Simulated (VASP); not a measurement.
## A VASP 6.6.1 single-point calculation on LiH

INCAR

```
LCHARG = .FALSE.
SIGMA = 0.1
EDIFF = 1E-7
ENCUT = 520
ISIF = 2
NELECT = 4.5
NSW = 0
LASPH = .TRUE.
IBRION = -1
PREC = Single
NBANDS = 9
GGA = PE
LREAL = .FALSE.
LWAVE = .FALSE.
NELM = 52
ISMEAR = 1
```

KPOINTS

```
KPOINTS created by Atomic Simulation Environment
0
Gamma
8 8 8
0 0 0
```

POSCAR

```
Li H
 1.0000000000000000
     2.4706000000000001   -0.0383000000000000    0.0032000000000000
    -0.0383000000000000    2.4367000000000001   -0.0035000000000000
     0.0032000000000000   -0.0035000000000000    2.5367000000000002
 Li  H
   1   1
Cartesian
  2.3938344400000005  2.3551648600000004  2.4935331500000002
  1.3234042700000002  1.1342521200000000  1.2143925200000001
```

The recommended PBE PAW datasets give the neutral cell 4 valence electrons.

Command

```
mpirun -np 1 vasp_std
```

OSZICAR

```
N       E                     dE             d eps       ncg     rms          rms(c)
DAV:   1     0.200760307138E+01    0.20076E+01   -0.15990E+03  4760   0.436E+02
DAV:   2    -0.339016455485E+01   -0.53978E+01   -0.51394E+01  6625   0.606E+01
DAV:   3    -0.347534979438E+01   -0.85185E-01   -0.84454E-01  5463   0.640E+00
DAV:   4    -0.347605665826E+01   -0.70686E-03   -0.71004E-03  6227   0.432E-01
DAV:   5    -0.347606136274E+01   -0.47045E-05   -0.47068E-05  5471   0.248E-02    0.286E+00
DAV:   6    -0.338146769167E+01    0.94594E-01   -0.40924E-01  5121   0.180E+00    0.108E+00
DAV:   7    -0.334026688596E+01    0.41201E-01   -0.12218E-01  5533   0.118E+00    0.311E-01
DAV:   8    -0.334168452359E+01   -0.14176E-02   -0.11007E-02  5193   0.507E-01    0.147E-01
DAV:   9    -0.334150359056E+01    0.18093E-03   -0.11889E-03  5068   0.143E-01    0.134E-02
DAV:  10    -0.334150283421E+01    0.75635E-06   -0.25326E-05  5873   0.429E-02    0.490E-03
DAV:  11    -0.334150259020E+01    0.24401E-06   -0.14955E-06  5842   0.610E-03    0.968E-04
DAV:  12    -0.334150252197E+01    0.68232E-07   -0.13130E-07  4988   0.281E-03
   1 F= -.33415025E+01 E0= -.33414260E+01  d E =-.229563E-03
```

Standard output (part)

```
POSCAR found type information on POSCAR LiH
 POSCAR found :  2 types and       2 ions
 LDA part: xc-table for (Slater+PW92), standard interpolation
 POSCAR, INCAR and KPOINTS ok, starting setup
 WAVECAR not read
 entering main loop
 the old and the new charge density differ
    0.286E+00
```

From OUTCAR

```
k-points           NKPTS =    260   k-points in BZ     NKDIM =    260   number of bands    NBANDS=      9

   NELECT =       4.5000    total number of electrons

   dimension x,y,z NGX =    18 NGY =   18 NGZ =   20
   dimension x,y,z NGXF=    18 NGYF=   18 NGZF=   20

  energy-cutoff  :      520.00
  volume of cell :       15.27
      direct lattice vectors                 reciprocal lattice vectors
     2.470600000 -0.038300000  0.003200000     0.404859266  0.006362849 -0.000501943
    -0.038300000  2.436700000 -0.003500000     0.006362849  0.410491916  0.000558348
     0.003200000 -0.003500000  2.536700000    -0.000501943  0.000558348  0.394214357

 k-points in reciprocal lattice and weights: KPOINTS created by Atomic Simulation Env
   0.00000000  0.00000000  0.00000000       0.002
   0.12500000  0.00000000  0.00000000       0.004
   0.25000000  0.00000000  0.00000000       0.004
   0.37500000 -0.00000000  0.00000000       0.004
   0.50000000  0.00000000  0.00000000       0.002
   0.00000000  0.12500000  0.00000000       0.004
   0.12500000  0.12500000  0.00000000       0.004
   0.25000000  0.12500000  0.00000000       0.004
   ...

 E-fermi :   4.7325

 k-point     1 :       0.0000    0.0000    0.0000
  band No.  band energies     occupation
      1     -44.2989      2.00000
      2      -6.0025      2.00000
      3      14.1582      0.00000
      4      14.4541      0.00000
      5      15.8955      0.00000
      6      16.6367      0.00000
      7      17.8331      0.00000
      8      18.6063      0.00000
      9      34.7734      0.00000

 k-point     2 :       0.1250    0.0000    0.0000
  band No.  band energies     occupation
      1     -44.2894      2.00000
      2      -5.7582      2.00000
      3      11.3674      0.00000
      4      14.5331      0.00000
      5      15.8283      0.00000
      6      16.3243      0.00000
      7      18.5962      0.00000
      8      22.5674      0.00000
      9      32.3972      0.00000

 k-point     3 :       0.2500    0.0000    0.0000
  band No.  band energies     occupation
      1     -44.2665      2.00000
      2      -5.0711      2.00000
      3       7.5337      0.00000
      4      15.3454      0.00000
      5      15.6290      0.00000
      6      17.3300      0.00000
      7      19.6761      0.00000
      8      28.0711      0.00000
      9      28.3612      0.00000

 k-point     4 :       0.3750   -0.0000    0.0000
  band No.  band energies     occupation
      1     -44.2435      2.00000
      2      -4.1527      2.00000
      3       4.6764      1.80425
      4      14.8854      0.00000
      5      17.2896      0.00000
      6      18.9431      0.00000
      7      21.5066      0.00000
      8      24.2702      0.00000
      9      25.8523      0.00000

 k-point     5 :       0.5000    0.0000    0.0000
  band No.  band energies     occupation
      1     -44.2339      2.00000
      2      -3.6397      2.00000
      3       3.5150      2.00000
      4      14.6867      0.00000
      5      18.6481      0.00000
      6      20.2359      0.00000
      7      22.1858      0.00000
      8      23.1117      0.00000
      9      24.3172      0.00000

 ...

  Total        3.3272973      3.2955160      3.6665756     -0.1175156     -0.0252190      0.0209687
  in kB      349.1692238    345.8340728    384.7733650    -12.3321790     -2.6465043      2.2004689
  external PRESSURE =     359.9255539 kB  Pullay stress =       0.0000000 kB

 POSITION                                       TOTAL-FORCE (eV/Angst)
 -----------------------------------------------------------------------------------
      2.39383      2.35516      2.49353        -0.133698      0.017451      0.014168
      1.32340      1.13425      1.21439         0.133698     -0.017451     -0.014168
 -----------------------------------------------------------------------------------
    total drift:                               -0.005771     -0.008060      0.001557

  FREE ENERGIE OF THE ION-ELECTRON SYSTEM (eV)
  ---------------------------------------------------
  free  energy   TOTEN  =        -3.3415025220 eV

  energy  without entropy=       -3.3412729585  energy(sigma->0) =       -3.34142600
```

It converged. Results: pressure 36.0 GPa; largest force 0.14 eV/Å.

The cell is charged and sits in a uniform background.

For comparison, a separate PBE run of the intended cell, on usual settings and not on those above, gives a gap of 0.52 eV on its mesh and a pressure of 1.4 GPa.

The run above took about 14 s on one core of a shared host (Intel Xeon Platinum 8488C) and held 0.13 GiB at most.
